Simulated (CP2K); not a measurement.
# GaP in CP2K: the effect of functional

GaP:

```
Ga P
1.0
     6.81095    0.00000    0.00000
     5.70235    3.72455    0.00000
     5.70235    1.69729    3.31534
Ga P
2 2
Direct
  0.56463 0.56463 0.56463
  0.43537 0.43537 0.43537
  0.94261 0.94261 0.94261
  0.05739 0.05739 0.05739
```

Measurements of this composition are mostly on another form, of space group No. 216.

Alike in all runs:

```yaml
Program: CP2K 2026.2
Task: single point
Potentials_or_basis: POTENTIAL_UZH Ga GTH-PBE-q13, P GTH-PBE-q5; TZVP-MOLOPT-PBE-GTH basis
Density_cutoff: 9184 eV
k_mesh: 8 × 8 × 8
Occupations: fermi-dirac, width 0.05 eV
Spin: no spin polarisation
```

| functional | gap on the mesh (eV) | pressure (GPa) | largest force (eV/Å) |
| --- | --- | --- | --- |
| LDA | 0.69 | -3.3 | 0.28 |
| PBEsol | 0.71 | -2.1 | 0.18 |
| rev-vdW-DF2 | 0.78 | -0.4 | 0.46 |
| BLYP | 0.95 | 4.1 | 0.09 |
| WC | ? | ? | ? |
| MS2 | 1.21 | -2.4 | 0.12 |

Task: What does the run with functional WC give?

Result: gap on the mesh 0.70 eV; pressure -2.0 GPa; largest force 0.19 eV/Å.

Caveats: the potentials were made for another functional, which shifts forces and pressure; the basis of atomic orbitals isn't converged, which shifts pressures, moduli and gaps.

A k mesh can miss the band edges.

Runs at the PBE level aren't shown here.
